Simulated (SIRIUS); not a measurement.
A run of SIRIUS 7.10.0:

The input sirius.json:

```json
{
  "control": {
    "processing_unit": "cpu",
    "verbosity": 2,
    "num_bands_to_print": 13,
    "print_forces": true,
    "print_stress": true
  },
  "parameters": {
    "electronic_structure_method": "pseudopotential",
    "xc_functionals": ["XC_GGA_X_PBE_SOL", "XC_GGA_C_PBE_SOL"],
    "gk_cutoff": 8.4,
    "pw_cutoff": 16.8,
    "ngridk": [9, 9, 9],
    "shiftk": [0, 0, 0],
    "smearing": "fermi_dirac",
    "smearing_width": 0.0018374661,
    "num_bands": 13,
    "num_mag_dims": 0,
    "num_dft_iter": 100,
    "energy_tol": 1e-08,
    "density_tol": 1e-06
  },
  "iterative_solver": {
    "type": "davidson",
    "min_tolerance": 1e-09,
    "tolerance_scale": [0.1, 0.25]
  },
  "mixer": {
    "type": "anderson",
    "beta": 0.7,
    "max_history": 8
  },
  "settings": {
    "tol_ne": 1e-10,
    "pseudo_grid_cutoff": 6.5
  },
  "unit_cell": {
    "lattice_vectors": [
      [-3.071693123795, 3.071693123795, 4.674615514487],
      [3.071693123795, -3.071693123795, 4.674615514487],
      [3.071693123795, 3.071693123795, -4.674615514487]
    ],
    "atom_coordinate_units": "lattice",
    "atom_types": ["In"],
    "atom_files": {
      "In": "In.json"
    },
    "atoms": {
      "In": [
        [0.0, 0.0, 0.0]
      ]
    }
  }
}
```

Potentials or basis: PseudoDojo 0.4.1 PBE standard (scalar relativistic).

The run is started by

```bash
$ upf_to_json In.upf
$ OMP_NUM_THREADS=1 sirius.scf --input=sirius.json --output=out.json --task=0
```

Hardware: 1 thread of Arm Neoverse V1, with other jobs on the host.

How long does it take, and how much memory?

Run time: 41 s on 1 thread of Arm Neoverse V1, on a shared host, peak memory 0.34 GiB. Counts: scf iterations 11, k points 75, plane waves 1769, bands 13.
